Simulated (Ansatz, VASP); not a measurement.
**Two plane-wave programs on FePt (Tetraferroplatinum)**

Contents of INCAR:

```
PREC = Accurate
ENCUT = 520
EDIFF = 1E-6
ISMEAR = -1
SIGMA = 0.05
LREAL = False
LASPH = True
NELM = 150
ALGO = Normal
ISIF = 2
LWAVE = False
LCHARG = True
ISPIN = 2
MAGMOM = 0 3
LORBIT = 11
LMAXMIX = 4
GGA = PS
LELF = True
LVHAR = True
NBANDS = 20
```

The input KPOINTS:

```
Automatic mesh
0
Gamma
  10 10 7
```

Contents of POSCAR:

```
FePt
1.0
    2.7052209258      0.0000000000      0.0000000000
    0.0000000000      2.7052209258      0.0000000000
    0.0000000000      0.0000000000      3.6950328048
Pt Fe
1 1
Direct
    0.5000000000      0.5000000000      0.5000000000
    0.0000000000      0.0000000000      0.0000000000
```

The input input.yaml:

```yaml
crystal:
  lattice:
    - [2.7052209258, 0.0, 0.0]
    - [0.0, 2.7052209258, 0.0]
    - [0.0, 0.0, 3.6950328048]
  atoms:
    - { symbol: Pt, position: [0.5, 0.5, 0.5] }
    - { symbol: Fe, position: [0.0, 0.0, 0.0], spin: 3.0 }
hamiltonian:
  xc: pbesol
  pseudopotentials: { kind: paw }
magnetization:
  spin_polarized: true
kpoints:
  mp_grid: { grid: [10, 10, 7] }
scf:
  occupations: { method: fermi_dirac, width: 0.05 }
output:
  forces: true
  stress: true
  eigenvalues: true
  write_density: true
  write_potential: true
  elf: true
  volumetric_format: npy
```

Alike in both runs: task single point; functional PBEsol; k mesh 10 × 10 × 7; occupations fermi-dirac, width 0.05 eV; collinear spin.

|  | VASP | Ansatz |
| --- | --- | --- |
| version | VASP 6.6.1 | Ansatz 0.2.0 |
| potentials or method | VASP PAW PBE potentials, release 64 (Pt, Fe) | Ansatz PAW |
| plane-wave cutoff (eV) | 520 | 420 |
| valence electrons in the cell | 18 | 34 |

```csv
,VASP,Ansatz,Ansatz less VASP
gap on the k mesh at the Fermi level (eV),none,none,-
pressure (GPa),-2.0,-1.7,+0.31
largest component of the traceless stress (GPa),0.65,0.60,-0.052
net moment per atom (μB),1.62,1.62,+0.002
size of the moment on the site where the two differ most (μB),0.33,0.39,+0.055
```

Site moments also hang on the region over which each program counts them. A gap of «none» marks a metal or a gap that the smearing closes. The two sets of potentials don't hold the same shells in valence.

Caveats: the PAW data sets were made with another functional, which shifts forces and pressure a little (VASP); the PAW data sets come from PBE, with cores solved anew for the run's functional, which leaves a small shift of forces and pressure (Ansatz). Spin-orbit coupling is left out, which matters for the levels of Pt.
